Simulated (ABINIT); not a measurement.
**RbBr (Fm-3m): G0W0 with and without spin-orbit coupling**

Aim: spinor G0W0 for RbBr (Fm-3m) beside the scalar-relativistic result.

Program: ABINIT 10.8.3. Level of theory: PBE and many-body steps on it, plane waves. Results are calculated unless marked as measured.

The database entry behind the starting cell differs from later determinations by our own check (about 0.5 % short), so it need not match the best structure at ambient conditions.

## (1) Starting point

Symmetry: Fm-3m, No. 225, cubic system. Conventional cell: a = 6.854 Å, b = 6.854 Å, c = 6.854 Å, α = 90.00°, β = 90.00°, γ = 90.00°. Nearest to Rb lie 6 Br at 3.43 Å. Nearest to Br lie 6 Rb at 3.43 Å. Farther neighbours and most contacts between anions are not listed.

The cell and positions come from the Crystallography Open Database and are kept as given unless a step says otherwise.

## (2) Empty states on the mesh, 4×4×4 mesh, 234 bands

This step: ABINIT 10.8.3; DFT, PBE, plane waves, norm-conserving pseudopotentials.

The sums over transitions need many empty states on a uniform mesh; this step solves for them.

The input, run.abi:

```
acell 3*1.0 Angstrom
rprim 
  0.000000000000 3.427000000000 3.427000000000
  3.427000000000 0.000000000000 3.427000000000
  3.427000000000 3.427000000000 -0.000000000000
ntypat 2
znucl 37 35
natom 2
typat 1 2
xred 
  0.000000000000 0.000000000000 0.000000000000
  0.500000000000 0.500000000000 0.500000000000
pp_dirpath "pseudos"
pseudos "Rb.upf, Br.upf"
ecut 19
ngkpt 4 4 4
nshiftk 1
shiftk 0 0 0
kptopt 1
chksymbreak 0
irdden 1
istwfk *1
nband 234
prtvol 0
optdriver 6
gwr_task "HDIAGO"
paral_kgb 0
occopt 1
indata_prefix "in"
outdata_prefix "out"
tmpdata_prefix "tmp"
```

On the command line:

```bash
OMP_NUM_THREADS=1 mpirun -n 4 abinit run.abi > log
```

Output:

```text
.Version 10.8.3 of ABINIT. v10.8.2 released Aug 2026.

 Symmetries : space group Fm -3 m (#225); Bravais cF (face-center cubic)
[... echo of the input left out ...]
== DATASET  1 ==================================================================
-   mpi_nproc: 4, omp_nthreads: 1 (-1 if OMP is not activated)

--- !DatasetInfo
iteration_state: {dtset: 1, }
dimensions: {natom: 2, nkpt: 8, mband: 234, nsppol: 1, nspinor: 1, nspden: 1, mpw: 2180, }
cutoff_energies: {ecut:  19.0, pawecutdg:  -1.0, }
[...]
Direct band gap semiconductor
 Fundamental gap:     4.364 (eV)
   VBM:    -1.042 (eV) at k: [ 0.0000E+00,  0.0000E+00,  0.0000E+00]
   CBM:     3.322 (eV) at k: [ 0.0000E+00,  0.0000E+00,  0.0000E+00]
 Direct gap:         4.364 (eV) at k: [ 0.0000E+00,  0.0000E+00,  0.0000E+00]

== END DATASET(S) ==============================================================
================================================================================

 -outvars: echo values of variables after computation  --------
           etotal      0.0000000000E+00
            nband         234
             nkpt           8
          spgroup         225
 [... the other variables as echoed above ...]

 Calculation completed.
```

It took 19 s on 4 MPI ranks of Arm Neoverse V1, shared host; peak memory 1.2 GiB.

Numbers from this step:

```
gap                                                           : 4.364 eV
k of the valence top                                          : 0, 0, 0
k of the conduction bottom                                    : 0, 0, 0
least direct gap                                              : 4.364 eV
k points computed                                             : 8
lowest point of the top converged band, above the valence top : 106.5453 eV
```

On this mesh the gap is 4.364 eV.

The density comes from a self-consistent run that is not shown.

## (3) Screening, 4×4×4 mesh, 226 bands, screening to 179.6 eV

The RPA dielectric matrix is built and inverted for each q.

This step: RPA screening on PBE, plane waves, norm-conserving pseudopotentials.

run.abi: that of step 2 with these lines changed.

```diff
@@ -20,10 +20,11 @@
 chksymbreak 0
-irdden 1
 istwfk *1
-nband 234
-prtvol 0
-optdriver 6
-gwr_task "HDIAGO"
-paral_kgb 0
 occopt 1
+irdwfk 1
+optdriver 3
+nband 226
+ecuteps 6.6
+inclvkb 0
+awtr 1
+symchi 1
 indata_prefix "in"
```

Output:

```text
.Version 10.8.3 of ABINIT. v10.8.2 released Aug 2026.

 Symmetries : space group Fm -3 m (#225); Bravais cF (face-center cubic)
[... echo of the input left out ...]
== DATASET  1 ==================================================================
-   mpi_nproc: 4, omp_nthreads: 1 (-1 if OMP is not activated)

--- !DatasetInfo
iteration_state: {dtset: 1, }
dimensions: {natom: 2, nkpt: 8, mband: 226, nsppol: 1, nspinor: 1, nspden: 1, mpw: 2180, }
cutoff_energies: {ecut:  19.0, pawecutdg:  -1.0, }
electrons: {nelect:   1.60000000E+01, charge:   0.00000000E+00, occopt:   1.00000000E+00, tsmear:   1.00000000E-02, }

 SCREENING: Calculation of the susceptibility and dielectric matrices

 Based on a program developped by R.W. Godby, V. Olevano, G. Onida, and L. Reining.
 Incorporated in ABINIT by V. Olevano, G.-M. Rignanese, and M. Torrent.
.Using double precision arithmetic ; gwpc =  8

[... cell and pseudopotentials left out ...]
--------------------------------------------------------------------------------

 ==== K-mesh for the wavefunctions ====
 Number of points in the irreducible wedge :     8
[... list of points left out ...]
 Together with 48 symmetry operations and time-reversal symmetry
 yields    64 points in the full Brillouin Zone.

 ==== Q-mesh for the screening function ====
 Number of points in the irreducible wedge :     8
[... list of points left out ...]
 Together with 48 symmetry operations and time-reversal symmetry
 yields    64 points in the full Brillouin Zone.

 setmesh: FFT mesh size selected  =    30x   30x   30
          total number of points  =        27000

 vcoul_init : cutoff-mode = AUXILIARY_FUNCTION
 q-points for optical limit:   1
     1)      0.000010    0.000020    0.000030

- screening: taking advantage of time-reversal symmetry
- Maximum band index for partially occupied states nbvw = 8
- Remaining bands to be divided among processors   nbcw = 218
- Number of bands treated by each node ~54

 Number of electrons calculated from density =   16.0000; Expected =   16.0000
 average of density, n =  0.029454
 r_s =    2.0087
 omega_plasma =   16.5551 [eV]

 calculating chi0 at frequencies [eV] :
  1    0.000000E+00    0.000000E+00
  2    0.000000E+00    1.655507E+01

--------------------------------------------------------------------------------
  q-point number  1        q = ( 0.000000, 0.000000, 0.000000) [r.l.u.]
--------------------------------------------------------------------------------
[... chi0 elements left out ...]
 For q-point:  0.000010 0.000020 0.000030
  dielectric constant =   2.3112
  dielectric constant without local fields =   2.7690

  Average fulfillment of the sum rule on Im[epsilon] for q-point    1 :     92.68  [%]
[... wings left out ...]
  q-point number  2        q = ( 0.250000, 0.000000, 0.000000) [r.l.u.]
--------------------------------------------------------------------------------
[... chi0 elements left out ...]
  Average fulfillment of the sum rule on Im[epsilon] for q-point    2 :     96.95  [%]

 [... 6 further q-points ...]
```

The job ended after 71 s (4 MPI ranks; peak memory 1.2 GiB; 4.7 min of CPU time).

This step gave:

```
ε∞ with local fields, on this mesh, along the program's q direction : 2.311
the same without local fields                                       : 2.769
plasma frequency                                                    : 16.56 eV
plane waves in the screening matrix                                 : 459
```

Local fields lower ε∞ by 17 %.

## (4) Scalar-relativistic

The self-energy is evaluated for the states that the input lists, and the levels follow from it, in one-shot runs by the linearised quasiparticle equation.

This step: G0W0 on PBE, plane waves, norm-conserving pseudopotentials.

run.abi: that of step 3 with these lines changed.

```diff
@@ -23,8 +23,15 @@
 irdwfk 1
-optdriver 3
+optdriver 4
 nband 226
+gwcalctyp 0
+ecutsigx 19
+symsigma 1
+nkptgw 1
+kptgw 
+  0.0000000000 0.0000000000 0.0000000000
+bdgw 
+  6 12
 ecuteps 6.6
-inclvkb 0
-awtr 1
-symchi 1
+irdscr 1
+ppmodel 1
 indata_prefix "in"
```

Output:

```text
.Version 10.8.3 of ABINIT. v10.8.2 released Aug 2026.

 Symmetries : space group Fm -3 m (#225); Bravais cF (face-center cubic)
[... echo of the input left out ...]
== DATASET  1 ==================================================================
-   mpi_nproc: 4, omp_nthreads: 1 (-1 if OMP is not activated)

--- !DatasetInfo
iteration_state: {dtset: 1, }
dimensions: {natom: 2, nkpt: 8, mband: 226, nsppol: 1, nspinor: 1, nspden: 1, mpw: 2180, }
cutoff_energies: {ecut:  19.0, pawecutdg:  -1.0, }
electrons: {nelect:   1.60000000E+01, charge:   0.00000000E+00, occopt:   1.00000000E+00, tsmear:   1.00000000E-02, }

 SIGMA: Calculation of the GW corrections

 Based on a program developped by R.W. Godby, V. Olevano, G. Onida, and L. Reining.
 Incorporated in ABINIT by V. Olevano, G.-M. Rignanese, and M. Torrent.
.Using double precision arithmetic ; gwpc =  8

[... cell and pseudopotentials left out ...]
--------------------------------------------------------------------------------

 ==== K-mesh for the wavefunctions ====
 Number of points in the irreducible wedge :     8
[... list of points left out ...]
 Together with 48 symmetry operations and time-reversal symmetry
 yields    64 points in the full Brillouin Zone.

 ==== Q-mesh for screening function ====
 Number of points in the irreducible wedge :     8
[... list of points left out ...]
 Together with 48 symmetry operations and time-reversal symmetry
 yields    64 points in the full Brillouin Zone.

 vcoul_init : cutoff-mode = AUXILIARY_FUNCTION
 q-points for optical limit:   1
     1)      0.000010    0.000020    0.000030
 setmesh: FFT mesh size selected  =    36x   36x   36
          total number of points  =        46656

 Number of electrons calculated from density =   16.0000; Expected =   16.0000
 average of density, n =  0.029454
 r_s =    2.0087
 omega_plasma =   16.5551 [eV]

 === KS Band Gaps ===
  >>>> For spin  1
   Minimum direct gap =   4.3636 [eV], located at k-point      :   0.0000  0.0000  0.0000
   Fundamental gap    =   4.3636 [eV], Top of valence bands at :   0.0000  0.0000  0.0000
                                       Bottom of conduction at :   0.0000  0.0000  0.0000
 SIGMA fundamental parameters:
 PLASMON POLE MODEL  1
 number of plane-waves for SigmaX                 2109
 number of plane-waves for SigmaC and W            459
 number of plane-waves for wavefunctions          2109
 number of bands                                   226
 number of independent spin polarizations            1
 number of spinorial components                      1
 number of k-points in IBZ                           8
 number of q-points in IBZ                           8
 number of symmetry operations                      48
 number of k-points in BZ                           64
 number of q-points in BZ                           64
 number of frequencies for dSigma/dE                 9
 frequency step for dSigma/dE [eV]                0.25
 number of omega for Sigma on real axis              0
 max omega for Sigma on real axis  [eV]           0.00
 zcut for avoiding poles [eV]                     0.10

 EPSILON^-1 parameters (SCR file):
 dimension of the eps^-1 matrix on file            459
 dimension of the eps^-1 matrix used               459
 number of plane-waves for wavefunctions          2109
 number of bands                                   226
 number of q-points in IBZ                           8
 number of frequencies                               2
 number of real frequencies                          1
 number of imag frequencies                          1

 matrix elements of self-energy operator (all in [eV])

 Perturbative Calculation

--- !SelfEnergy_ee
iteration_state: {dtset: 1, }
kpoint     : [   0.000,    0.000,    0.000, ]
spin       : 1
KS_gap     :    4.364
QP_gap     :    6.816
Delta_QP_KS:    2.452
data: !SigmaeeData |
     Band     E0 <VxcDFT>   SigX SigC(E0)      Z dSigC/dE  Sig(E)    E-E0       E
        6  -1.042 -12.668 -16.491   1.521   0.812  -0.231 -14.538  -1.870  -2.911
        7  -1.042 -12.668 -16.491   1.521   0.812  -0.231 -14.538  -1.870  -2.911
        8  -1.042 -12.668 -16.491   1.521   0.812  -0.231 -14.538  -1.870  -2.911
        9   3.322  -6.375  -2.894  -2.809   0.868  -0.152  -5.792   0.583   3.905
       10   6.243  -7.381  -3.248  -2.920   0.863  -0.159  -6.335   1.046   7.289
       11   6.243  -7.381  -3.248  -2.920   0.863  -0.159  -6.335   1.046   7.289
       12   6.243  -7.381  -3.248  -2.920   0.863  -0.159  -6.335   1.046   7.289

== END DATASET(S) ==============================================================
================================================================================

 -outvars: echo values of variables after computation  --------
           etotal      0.0000000000E+00
            nband         226
             nkpt           8
          spgroup         225
 [... the other variables as echoed above ...]

 Calculation completed.
```

It took 34 s on 4 MPI ranks; peak memory 1.6 GiB.

This step gave:

* G0W0 gap on the points computed: 6.816 eV
* starting gap on the mesh: 4.364 eV
* k of the valence top: 0, 0, 0
* k of the conduction bottom: 0, 0, 0
* Z at the valence top: 0.812
* Z at the conduction bottom: 0.868
* least direct G0W0 gap on the computed points: 6.816 eV

The gap on the mesh goes from 4.36 eV to 6.82 eV, a correction of +2.45 eV.

## (5) Empty states on the mesh, 4×4×4 mesh, 460 bands

This step: DFT, PBE with spin-orbit coupling, plane waves, norm-conserving pseudopotentials.

run.abi: that of step 4 with these lines changed.

```diff
@@ -15,2 +15,3 @@
 ecut 19
+nspinor 2
 ngkpt 4 4 4
@@ -20,18 +21,10 @@
 chksymbreak 0
+irdden 1
 istwfk *1
+nband 460
+prtvol 0
+optdriver 6
+gwr_task "HDIAGO"
+paral_kgb 0
 occopt 1
-irdwfk 1
-optdriver 4
-nband 226
-gwcalctyp 0
-ecutsigx 19
-symsigma 1
-nkptgw 1
-kptgw 
-  0.0000000000 0.0000000000 0.0000000000
-bdgw 
-  6 12
-ecuteps 6.6
-irdscr 1
-ppmodel 1
 indata_prefix "in"
```

Output:

```text
[banner, memory and clock lines left out]
.Version 10.8.3 of ABINIT. v10.8.2 released Aug 2026.

 Symmetries : space group Fm -3 m (#225); Bravais cF (face-center cubic)
[... echo of the input left out ...]
== DATASET  1 ==================================================================
-   mpi_nproc: 4, omp_nthreads: 1 (-1 if OMP is not activated)

--- !DatasetInfo
iteration_state: {dtset: 1, }
dimensions: {natom: 2, nkpt: 8, mband: 460, nsppol: 1, nspinor: 2, nspden: 1, mpw: 2180, }
cutoff_energies: {ecut:  19.0, pawecutdg:  -1.0, }
[...]
Integrated=    1.6000E+01

 === KS gaps after direct diagonalization ===
 Direct band gap semiconductor
 Fundamental gap:     4.202 (eV)
   VBM:    -0.878 (eV) at k: [ 0.0000E+00,  0.0000E+00,  0.0000E+00]
   CBM:     3.324 (eV) at k: [ 0.0000E+00,  0.0000E+00,  0.0000E+00]
 Direct gap:         4.202 (eV) at k: [ 0.0000E+00,  0.0000E+00,  0.0000E+00]

== END DATASET(S) ==============================================================

 -outvars: echo values of variables after computation  --------
           etotal      0.0000000000E+00
            nband         460
             nkpt           8
          spgroup         225
 [... the other variables as echoed above ...]

 Calculation completed.
```

Wall time 2 min (4 MPI ranks); peak memory 4.3 GiB.

Numbers from this step:

| Quantity | Value |
| --- | --- |
| gap | 4.202 eV |
| k of the valence top | 0, 0, 0 |
| k of the conduction bottom | 0, 0, 0 |
| least direct gap | 4.202 eV |
| k points computed | 8 |
| lowest point of the top converged band, above the valence top | 106.4004 eV |

On this mesh the gap is 4.202 eV.

The density comes from a self-consistent run that is not shown, made with spin-orbit coupling and fully relativistic files.

[end of part 1 of 2]

[Paths, hosts, dates, memory and timing lines, banners, echoed tables and standing remarks are left out of the program output.]

[Logs are printed without paths, hosts, clocks, repeated set-up lines and the standing remarks that a program may print on its own settings, such as how far it seeks lower states.]

[Runs of the session that timed out or met a known fault of the program may be left out.]

[Hosts, paths, dates, database ids (printed as entryN), source tags and the programs' standing remarks are cut or masked in the printed files.]

[G0W0 gaps are taken among the corrected bands and points alone; a level outside them can change the order at an edge.]

[Where Ansatz stands beside ABINIT at settings called matched, ABINIT's density can come from a denser mesh and the files from another edition; pairs whose starting gaps differed by over 0.03 eV were left out, so agreement reads better than it is.]
